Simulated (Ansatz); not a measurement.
Energy landscape near a Bi structure

Theory: Ansatz 0.2.0, DFT PBE, scalar-relativistic, plane waves, PAW.

Plane waves to 420 eV, a k mesh through Γ of 14×14×14 on the computed 1-atom cell and Gaussian smearing (0.10 eV); no spin polarisation.

Reference cell:

```xyz
1
Lattice="-4.2575 4.2575 1.4306 4.2575 -4.2575 1.4306 4.2575 4.2575 -1.4306" Properties=species:S:1:pos:R:3 pbc="T T T"
Bi    0.0000    0.0000    0.0000
```

Each variant moves atoms of this cell by the vectors given, if any (Å), and then applies a symmetric strain (tensor components, Cartesian axes). The reference cell isn't relaxed at this level. Energies are per atom at zero smearing, counted from the lowest variant. Pressure is positive in compression.

1. strain (xx yy zz yz xz xy, %) 3.55 -5.67 -5.23 0.00 0.00 0.00
2. strain (xx yy zz yz xz xy, %) -2.35 -2.35 0.05 -0.81 0.81 -2.00
3. strain (xx yy zz yz xz xy, %) 3.82 3.82 4.50 0.00 0.00 -2.00

| result | ΔE (meV/atom) | P (GPa) |
| --- | --- | --- |
| A | 0.0 | -0.27 |
| B | 101.0 | 2.19 |
| C | 79.8 | -1.18 |

Task: Which variant gave which result?

Result: A is 2, B is 1, C is 3. The pressure falls as the cell grows: from the smallest volume to the largest the variants are 1, 2, 3.

Spin–orbit coupling is left out, which can shift energies with elements as heavy as these. Each cell of Bi holds chains, and where no dispersion correction was added their binding is poorly described.

This form isn't the element's structure at ambient conditions.